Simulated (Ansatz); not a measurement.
# Co: response to strain

Co is deformed so: zz strain of -3 %. What stress and forces result, by LAPW, PAW and all-electron datasets made for the crystal?

Method: DFT PBE, scalar-relativistic, in Ansatz 0.2.0.

## (1) Starting point

The structure is hexagonal, space group P6_3/mmc (No. 194). The conventional cell has a = 2.519 Å, b = 2.519 Å, c = 4.091 Å, α = 90.00°, β = 90.00°, γ = 120.00°. Co (site symmetry -6m2) has 12 Co at 2.51 to 2.52 Å as nearest neighbours.

Coordinates:

```cif
data_structure
_symmetry_space_group_name_H-M 'P6_3/mmc'
_symmetry_Int_Tables_number 194
_cell_length_a 2.5190
_cell_length_b 2.5190
_cell_length_c 4.0910
_cell_angle_alpha 90.000
_cell_angle_beta 90.000
_cell_angle_gamma 120.000
_cell_volume 22.48
loop_
_atom_site_label
_atom_site_type_symbol
_atom_site_symmetry_multiplicity
_atom_site_Wyckoff_symbol
_atom_site_fract_x
_atom_site_fract_y
_atom_site_fract_z
_atom_site_occupancy
Co1 Co 2 c 0.33333 0.66667 0.25000 1
```

The file gives the conventional cell by its symmetry; the runs use the cell typed in the input.

Atoms are numbered in the order of the input: Co1, Co2.

## (2) The deformed structure

Space group P6_3/mmc before, P6_3/mmc after.

## (3) All-electron LAPW

The input, input.yaml:

```yaml
crystal:
  lattice:
    - [2.5190008694, 0.0, 0.0]
    - [-1.2595004347, 2.1815187451, 0.0]
    - [0.0, 0.0, 3.96827]
  atoms:
    - { symbol: Co, position: [0.3333333333, 0.6666666667, 0.25], spin: 2.0 }
    - { symbol: Co, position: [0.6666666667, 0.3333333333, 0.75], spin: 2.0 }
magnetization:
  spin_polarized: true
kpoints:
  mp_grid: { grid: [19, 19, 10] }
  band_path:
    path:
      - [0.0, 0.0, 0.0]
      - [0.5, 0.0, 0.0]
      - [0.3333333333, 0.3333333333, 0.0]
      - [0.0, 0.0, 0.0]
      - [0.0, 0.0, 0.5]
      - [0.5, 0.0, 0.5]
      - [0.3333333333, 0.3333333333, 0.5]
      - [0.0, 0.0, 0.5]
      - [0.5, 0.0, 0.5]
    npoints: 5
scf:
  occupations: { method: fermi_dirac, width: 0.05 }
hamiltonian:
  xc: pbe
  pseudopotentials: { kind: all_electron, lapw: { basis_error: 0.0005 } }
output:
  forces: true
  stress: true
  eigenvalues: true
```

The run is started by

```console
$ ansatz run input.yaml --threads 1 --pin off --max-ram 3072MiB --backend cpu --events-out ev --progress --plain --runs-dir out
```

## (4) PAW on the default files

The input, input.yaml:

```yaml
crystal:
  lattice:
    - [2.5190008694, 0.0, 0.0]
    - [-1.2595004347, 2.1815187451, 0.0]
    - [0.0, 0.0, 3.96827]
  atoms:
    - { symbol: Co, position: [0.3333333333, 0.6666666667, 0.25], spin: 2.0 }
    - { symbol: Co, position: [0.6666666667, 0.3333333333, 0.75], spin: 2.0 }
magnetization:
  spin_polarized: true
kpoints:
  mp_grid: { grid: [19, 19, 10] }
scf:
  occupations: { method: fermi_dirac, width: 0.05 }
hamiltonian:
  xc: pbe
  pseudopotentials: { kind: paw }
output:
  forces: true
  stress: true
  eigenvalues: true
  efg: { contact_densities: true }
```

## (5) Datasets made for this crystal

Edit input.yaml of step 4 so:

```diff
@@ -16,3 +16,3 @@
   xc: pbe
-  pseudopotentials: { kind: paw }
+  pseudopotentials: { kind: all_electron, datasets: crystal }
 output:
```

(Steps that only read results are left out.)

**Question.** What will these runs give? Wanted: pressure; largest shear or deviatoric stress.

As calculated:

| quantity | value |
| --- | --- |
| pressure | LAPW -0.72, PAW -0.62, crystal datasets -0.72 GPa |
| largest shear or deviatoric stress (LAPW) | 4.88 GPa |

**Reading.** The largest part of the stress beyond the pressure is 4.88 GPa in size, in the zz component; the atoms are carried along and not relaxed. No run of the undeformed cell stands beside it, so the pressure holds what the given cell had before the change. PAW: stress within 0.11 GPa of LAPW. Crystal datasets: stress within 0.01 GPa of LAPW. The magnetic state is the one reached from the start moments in this cell; it needn't be the ground state.
